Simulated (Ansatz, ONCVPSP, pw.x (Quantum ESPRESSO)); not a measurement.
pw.x on sc La: one setting changed

Potential: optimised norm-conserving Vanderbilt (ONCV), ONCVPSP 4.0.1.1 (patched build), PBE; core [Kr] 4d10, reference 5s2 5p6 5d1 6s2; waves: 5s+6s: rc 2.75 bohr, ncon 3, nbas 6, qcut 5.4 1/bohr, 2 projectors; 5p: rc 2.40 bohr, ncon 3, nbas 6, qcut 6.9 1/bohr, 2 projectors, debl 1.2 Ha; 5d: rc 3.00 bohr, ncon 4, nbas 8, qcut 5.6 1/bohr, 3 projectors, debl 0.6 Ha; f scattering state at 0.27 Ha: rc 2.60 bohr, ncon 4, nbas 8, qcut 4.2 1/bohr, 2 projectors, debl 0.5 Ha; local part: polynomial inside 1.85 bohr (lpopt 1, dvloc0 2 Ha); core correction: polynomial model core, fcfact 1.1. In the f channel the program set the typed energies aside and used -0.160, 0.340 Ha.

The reference run (k-mesh 10³, cutoffs 50/200 Ry, Fermi–Dirac 0.01 Ry, mixing_beta 0.4, conv_thr 1e-9, no spin) gives 0.24 GPa at 37.009 Å³/atom, where all-electron LAPW gives -0.04 GPa. This run, with its own iteration cap, changes degauss to 0.02.

```
&control
  calculation='scf', prefix='x', pseudo_dir='./', outdir='./tmp', tstress=.true., disk_io='none'
/
&system
  ibrav=0, nat=1, ntyp=1, ecutwfc=50, ecutrho=200, nbnd=13,
  occupations='smearing', smearing='fd', degauss=0.02
/
&electrons
  conv_thr=1e-09, mixing_beta=0.4, electron_maxstep=70
/
ATOMIC_SPECIES
La 1.0 La.UPF
CELL_PARAMETERS angstrom
  3.33249201 0.00000000 0.00000000
  0.00000000 3.33249201 0.00000000
  0.00000000 0.00000000 3.33249201
ATOMIC_POSITIONS crystal
La 0.0000 0.0000 0.0000
K_POINTS automatic
10 10 10 0 0 0
```

```bash
pw.x < La.scf.in > La.scf.out
```

How does the run end?

It converges in 9 iterations; the free energy moves by -174.9 meV/atom and the pressure by +0.65 GPa. In a metal, with Fermi–Dirac smearing, F lies below its zero-width value by a term in the square of the width.

```
Message from routine setup:
     using ibrav=0 with symmetry is DISCOURAGED, use correct ibrav instead
     lattice parameter (alat)  =       6.2975  a.u.
     unit-cell volume          =     249.7491 (a.u.)^3
     number of electrons       =        11.00
     number of Kohn-Sham states=           13
     kinetic-energy cutoff     =      50.0000  Ry
     charge density cutoff     =     200.0000  Ry
     scf convergence threshold =      1.0E-09
     Exchange-correlation= PBE
     number of k points=    56  Fermi-Dirac smearing, width (Ry)=  0.0200
     iteration #  1     ecut=    50.00 Ry     beta= 0.40
     c_bands:  2 eigenvalues not converged
     c_bands:  1 eigenvalues not converged
     total energy              =     -99.77288482 Ry
     estimated scf accuracy    <       0.00297895 Ry
     iteration #  2     ecut=    50.00 Ry     beta= 0.40
     total energy              =     -99.77269026 Ry
     estimated scf accuracy    <       0.00078687 Ry
     iteration #  3     ecut=    50.00 Ry     beta= 0.40
     c_bands:  2 eigenvalues not converged
     [... 1 repeated lines left out ...]
     total energy              =     -99.77276259 Ry
     estimated scf accuracy    <       0.00003180 Ry
     [... 3 iterations left out ...]
     iteration #  7     ecut=    50.00 Ry     beta= 0.40
     [... 1 repeated lines left out ...]
     total energy              =     -99.77277226 Ry
     estimated scf accuracy    <          6.9E-09 Ry
     iteration #  8     ecut=    50.00 Ry     beta= 0.40
     total energy              =     -99.77277226 Ry
     estimated scf accuracy    <          2.3E-09 Ry
     iteration #  9     ecut=    50.00 Ry     beta= 0.40
     the Fermi energy is    10.9883 ev
!    total energy              =     -99.77277226 Ry
     estimated scf accuracy    <          1.3E-11 Ry
     smearing contrib. (-TS)   =      -0.03434925 Ry
     The total energy is F=E-TS. E is the sum of the following terms:
     one-electron contribution =      -6.89938652 Ry
     hartree contribution      =       8.30272012 Ry
     xc contribution           =     -46.62597298 Ry
     ewald contribution        =     -54.51578363 Ry
     convergence has been achieved in   9 iterations
          total   stress  (Ry/bohr**3)                   (kbar)     P=        8.86
     Message from routine punch:
     Nothing written, as per user request (disk_io='none')
```

The run took about 35 s on one core of a shared host (Neoverse-N1, 64 threads, 124 GiB, load 61).
